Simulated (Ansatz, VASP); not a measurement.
**Sc in VASP and in Ansatz**

Contents of INCAR:

```
PREC     = Accurate       # precision mode
ENCUT    = 520            # plane-wave cutoff, eV
EDIFF    = 1E-8           # SCF threshold, eV
ISMEAR   = -1             # smearing method
SIGMA    = 0.03           # smearing width, eV
LREAL    = F              # projectors in reciprocal space
LASPH    = T              # aspherical terms in the spheres
NELM     = 100            # most SCF steps
ALGO     = Normal         # electronic algorithm
ISIF     = 2              # what is computed and relaxed
LWAVE    = F              # write WAVECAR
LCHARG   = F              # write CHGCAR
LEFG     = T            
NBANDS   = 18             # bands
```

Contents of KPOINTS:

```
Automatic mesh
0
Gamma
  13 13 7
```

POSCAR

```
Sc
1.0
    3.3087978973      0.0000000000      0.0000000000
   -1.6543989486      2.8655030350      0.0000000000
    0.0000000000      0.0000000000      5.2680000000
Sc
2
Direct
    0.3333333333      0.6666666667      0.2500000000
    0.6666666667      0.3333333333      0.7500000000
```

Input for Ansatz:

```yaml
crystal:
  lattice:
    - [3.3087978973, 0.0, 0.0]
    - [-1.6543989486, 2.865503035, 0.0]
    - [0.0, 0.0, 5.268]
  atoms:
    - { symbol: Sc, position: [0.3333333333, 0.6666666667, 0.25] }
    - { symbol: Sc, position: [0.6666666667, 0.3333333333, 0.75] }
kpoints:
  mp_grid: { grid: [13, 13, 7] }
  band_path:
    path:
      - [0.0, 0.0, 0.0]
      - [0.5, 0.0, 0.0]
      - [0.3333333333, 0.3333333333, 0.0]
      - [0.0, 0.0, 0.0]
      - [0.0, 0.0, 0.5]
      - [0.5, 0.0, 0.5]
      - [0.3333333333, 0.3333333333, 0.5]
      - [0.0, 0.0, 0.5]
      - [0.5, 0.0, 0.5]
    npoints: 8
scf:
  occupations: { method: fermi_dirac, width: 0.03 }
hamiltonian:
  xc: lda
  pseudopotentials: { kind: all_electron, datasets: crystal }
output:
  forces: true
  stress: true
  eigenvalues: true
  efg: { contact_densities: true }
```

Alike in both runs: task electric field gradients; functional LDA; k mesh 13 × 13 × 7; occupations fermi-dirac, width 0.03 eV; no spin polarisation.

```csv
,VASP,Ansatz
version,VASP 6.6.1,Ansatz 0.2.0
potentials or method,"VASP PAW LDA potentials, release 64 (Sc_sv)","all-electron PAW with datasets made for the crystal, scalar-relativistic"
plane-wave cutoff (eV),520,see its input
```

VASP gave:

```
pressure (GPa)                                                 : -5.2
largest component of the traceless stress (GPa)                : 1.21
Vzz of the field gradient on the site that differs most (V/Å²) : 9.6
```

Question: What did Ansatz give for the same quantities?

Answer: Pressure (GPa): -5.3; largest component of the traceless stress (GPa): 1.21; Vzz of the field gradient on the site that differs most (V/Å²): 8.8.

Ansatz ran all-electron here, so the differences hold the error of VASP's frozen core and of both bases.
